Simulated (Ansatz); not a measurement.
Crystal: Te2Mo.

```xyz
6
Lattice="3.5182 0.0000 0.0000 -1.7591 3.0469 0.0000 0.0000 0.0000 13.9736" Properties=species:S:1:pos:R:3 pbc="T T T"
Te    1.7591    1.0156    5.2960
Te    0.0000    2.0312   12.2828
Te    1.7591    1.0156    1.6908
Te    0.0000    2.0312    8.6776
Mo    1.7591    1.0156   10.4802
Mo    0.0000    2.0312    3.4934
```

| Item | Value |
| --- | --- |
| Program | Ansatz 0.2.0 |
| Task | relaxation of cell and atoms |
| Functional | revPBE |
| Dispersion | D3(BJ) |
| Potentials or basis | Ansatz PAW |
| Cutoff | 420 eV (not typed: the program's choice for these potentials) |
| k mesh | 7 × 7 × 2 |
| Occupations | fermi-dirac, width 0.05 eV |
| Spin | no spin polarisation |

At the start: volume 24.96 Å³/atom.

Problem. How do energy, volume and symmetry change on relaxing?

Solution. It ends after 6 steps and the volume is 23.17 Å³/atom (-7.2 %); space group P6_3/mmc (No. 194, to 0.05 Å).

The path:
| step | energy change (eV) | largest force (eV/Å) | volume (Å³) |
| --- | --- | --- | --- |
| 1 | 0.0000 | 0.2147 | 149.79 |
| 2 | -0.1099 | 0.0435 | 142.17 |
| 3 | -0.1231 | 0.0803 | 137.78 |
| 4 | -0.1246 | 0.0984 | 138.78 |
| 5 | -0.1262 | 0.0014 | 139.03 |
| 6 | -0.1239 | 0.0016 | 139.03 |

Final structure:
```yaml
crystal:
  lattice:
    - [3.46240, 0.00000, 0.00000]
    - [-1.73120, 2.99852, 0.00000]
    - [0.00000, 0.00000, 13.39171]
  atoms:
    - { symbol: Te, position: [0.66667, 0.33333, 0.38620] }
    - { symbol: Te, position: [0.33333, 0.66667, 0.88620] }
    - { symbol: Te, position: [0.66667, 0.33333, 0.11380] }
    - { symbol: Te, position: [0.33333, 0.66667, 0.61380] }
    - { symbol: Mo, position: [0.66667, 0.33333, 0.75000] }
    - { symbol: Mo, position: [0.33333, 0.66667, 0.25000] }
```

Caveat: the plane-wave basis is chosen anew once the cell has moved, so the energies of steps on either side of that aren't comparable; the PAW data sets come from PBE, with cores solved anew for the run's functional, which leaves a small shift of forces and pressure.
